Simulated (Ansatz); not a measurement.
## ZnS — quadrupolar parameters

The cell is a Materials Project structure (computed, not necessarily an observed phase), taken as it stands.

```
CELL_PARAMETERS angstrom
1.92916 1.11380 37.77271
-1.92916 1.11380 37.77271
0.00000 -2.22760 37.77271
ATOMIC_POSITIONS crystal
Zn 0.08334 0.08334 0.08334
Zn 0.61112 0.61112 0.61112
Zn 0.50001 0.50001 0.50001
Zn 0.19445 0.19445 0.19445
Zn 0.91667 0.91667 0.91667
Zn 0.36113 0.36113 0.36113
Zn 0.00000 0.00000 0.00000
Zn 0.80555 0.80555 0.80555
Zn 0.72222 0.72222 0.72222
Zn 0.55556 0.55556 0.55556
Zn 0.30555 0.30555 0.30555
Zn 0.44445 0.44445 0.44445
S 0.93751 0.93751 0.93751
S 0.10416 0.10416 0.10416
S 0.52082 0.52082 0.52082
S 0.38194 0.38194 0.38194
S 0.21529 0.21529 0.21529
S 0.46525 0.46525 0.46525
S 0.74305 0.74305 0.74305
S 0.02084 0.02084 0.02084
S 0.82639 0.82639 0.82639
S 0.57637 0.57637 0.57637
S 0.63194 0.63194 0.63194
S 0.32637 0.32637 0.32637
```

Sites (sets of like atoms) are named by element and the number of their first atom in this list.

Method: Kohn–Sham DFT in Ansatz, r2SCAN, plane waves and PAW (field gradients read without the response of the frozen cores, which leaves them typically 4 to 6 % off), scalar-relativistic, 500 eV cutoff, Γ-centred 8×8×8 k-points, Fermi–Dirac smearing 0.02 eV.

V_zz is the principal component of the electric field gradient with the largest magnitude, η = (V_xx − V_yy)/V_zz and C_Q = eQV_zz/h.

⁶⁷Zn: I = 5/2, Q = 122.0 mb; S-33: I = 3/2, Q = -69.40 mb. Q values from Pyykkö, Mol. Phys. 116, 1328 (2018).

```json
{"site": "Zn1", "atoms (order as listed)": "1", "first shell": "4 S at 2.36 Å", "V_zz (10²¹ V/m²)": "-0.054", "η": "0.00", "C_Q (MHz)": "-0.160"}
{"site": "Zn2", "atoms (order as listed)": "2", "first shell": "4 S at 2.36 Å", "V_zz (10²¹ V/m²)": "-0.023", "η": "0.00", "C_Q (MHz)": "-0.067"}
{"site": "Zn3", "atoms (order as listed)": "3", "first shell": "4 S at 2.36 Å", "V_zz (10²¹ V/m²)": "-0.029", "η": "0.00", "C_Q (MHz)": "-0.084"}
{"site": "Zn4", "atoms (order as listed)": "4", "first shell": "4 S at 2.36 Å", "V_zz (10²¹ V/m²)": "-0.15", "η": "0.00", "C_Q (MHz)": "-0.438"}
{"site": "Zn5", "atoms (order as listed)": "5", "first shell": "4 S at 2.36 Å", "V_zz (10²¹ V/m²)": "-0.14", "η": "0.00", "C_Q (MHz)": "-0.414"}
{"site": "Zn6", "atoms (order as listed)": "6", "first shell": "4 S at 2.36 Å", "V_zz (10²¹ V/m²)": "-0.027", "η": "0.00", "C_Q (MHz)": "-0.081"}
{"site": "Zn7", "atoms (order as listed)": "7", "first shell": "4 S at 2.36 Å", "V_zz (10²¹ V/m²)": "-0.14", "η": "0.00", "C_Q (MHz)": "-0.399"}
{"site": "Zn8", "atoms (order as listed)": "8", "first shell": "4 S at 2.36 Å", "V_zz (10²¹ V/m²)": "-0.13", "η": "0.00", "C_Q (MHz)": "-0.381"}
{"site": "Zn9", "atoms (order as listed)": "9", "first shell": "4 S at 2.36 Å", "V_zz (10²¹ V/m²)": "-0.044", "η": "0.00", "C_Q (MHz)": "-0.131"}
{"site": "Zn10", "atoms (order as listed)": "10", "first shell": "4 S at 2.36 Å", "V_zz (10²¹ V/m²)": "-0.020", "η": "0.00", "C_Q (MHz)": "-0.060"}
{"site": "Zn11", "atoms (order as listed)": "11", "first shell": "4 S at 2.36 Å", "V_zz (10²¹ V/m²)": "-0.058", "η": "0.00", "C_Q (MHz)": "-0.171"}
{"site": "Zn12", "atoms (order as listed)": "12", "first shell": "4 S at 2.36 Å", "V_zz (10²¹ V/m²)": "-0.081", "η": "0.00", "C_Q (MHz)": "-0.239"}
{"site": "S13", "atoms (order as listed)": "13", "first shell": "4 Zn at 2.36 Å", "V_zz (10²¹ V/m²)": "0.15", "η": "0.00", "C_Q (MHz)": "-0.247"}
{"site": "S14", "atoms (order as listed)": "14", "first shell": "4 Zn at 2.36 Å", "V_zz (10²¹ V/m²)": "-0.005", "η": "0.00", "C_Q (MHz)": "0.008"}
{"site": "S15", "atoms (order as listed)": "15", "first shell": "4 Zn at 2.36 Å", "V_zz (10²¹ V/m²)": "0.036", "η": "0.00", "C_Q (MHz)": "-0.060"}
{"site": "S16", "atoms (order as listed)": "16, 23", "first shell": "4 Zn at 2.36 Å", "V_zz (10²¹ V/m²)": "-0.013", "η": "0.00", "C_Q (MHz)": "0.022"}
{"site": "S17", "atoms (order as listed)": "17", "first shell": "4 Zn at 2.36 Å", "V_zz (10²¹ V/m²)": "0.14", "η": "0.00", "C_Q (MHz)": "-0.233"}
{"site": "S18", "atoms (order as listed)": "18", "first shell": "4 Zn at 2.36 Å", "V_zz (10²¹ V/m²)": "0.018", "η": "0.00", "C_Q (MHz)": "-0.030"}
{"site": "S19", "atoms (order as listed)": "19", "first shell": "4 Zn at 2.36 Å", "V_zz (10²¹ V/m²)": "<0.005", "η": "–", "C_Q (MHz)": "≈0"}
{"site": "S20", "atoms (order as listed)": "20", "first shell": "4 Zn at 2.36 Å", "V_zz (10²¹ V/m²)": "0.15", "η": "0.00", "C_Q (MHz)": "-0.255"}
{"site": "S21", "atoms (order as listed)": "21", "first shell": "4 Zn at 2.36 Å", "V_zz (10²¹ V/m²)": "0.15", "η": "0.00", "C_Q (MHz)": "-0.255"}
{"site": "S22", "atoms (order as listed)": "22, 24", "first shell": "4 Zn at 2.36 Å", "V_zz (10²¹ V/m²)": "0.033", "η": "0.00", "C_Q (MHz)": "-0.055"}
```

An axis of threefold or higher order runs through Zn1, Zn2, Zn3, Zn4, Zn5 and Zn6 and others, so V_zz lies along it and η is zero.

The run took 23 min of wall time (23 min of CPU time) and 2.9 GiB at its peak, on 1 thread of Intel Xeon Platinum 8259CL CPU @ 2.50GHz (Skylake/Cascade Lake) (x86_64; 16 cores open to the job, memory cap 3.0 GiB, no GPU), a shared host with a load of 0.5 a core.
